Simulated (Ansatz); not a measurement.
The system is Si2Ni.

```
Ni Si
1.0
     0.00000    2.70300    2.70300
     2.70300    0.00000    2.70300
     2.70300    2.70300    0.00000
Ni Si
1 2
Direct
  0.00000 0.00000 0.00000
  0.75000 0.75000 0.75000
  0.25000 0.25000 0.25000
```

```yaml
Program: Ansatz 0.2.0
Task: relaxation of cell and atoms
Functional: LDA
Potentials_or_basis: Ansatz PAW
Cutoff: "420 eV (not typed: the program's choice for these potentials)"
k_mesh: 9 × 9 × 9
Occupations: fermi-dirac, width 0.05 eV
Spin: collinear spin, ferromagnetic start
Starting_moments: "[1.0, 0.0, 0.0] μB"
```

At the start: volume 13.17 Å³/atom.

Problem. How do energy, volume and symmetry change on relaxing?

Solution. It ends after 5 steps and the volume is 12.80 Å³/atom (-2.8 %); space group Fm-3m (No. 225, to 0.05 Å); moment 0.00 μB per cell.

Step by step:
| step | energy change (eV) | largest force (eV/Å) | volume (Å³) |
| --- | --- | --- | --- |
| 1 | 0.0000 | 0.0000 | 39.50 |
| 2 | -0.0122 | 0.0000 | 38.90 |
| 3 | -0.0157 | 0.0000 | 38.38 |
| 4 | -0.0156 | 0.0000 | 38.40 |
| 5 | -0.0152 | 0.0000 | 38.40 |

Final structure:
```
Ni Si
1.0
     0.00000    2.67777    2.67777
     2.67777    0.00000    2.67777
     2.67777    2.67777    0.00000
Ni Si
1 2
Direct
  0.00000 0.00000 0.00000
  0.75000 0.75000 0.75000
  0.25000 0.25000 0.25000
```

Caveat: the plane-wave basis is chosen anew once the cell has moved, so the energies of steps on either side of that aren't comparable; the PAW data sets come from PBE, with cores solved anew for the run's functional, which leaves a small shift of forces and pressure; the starting moments weren't kept.
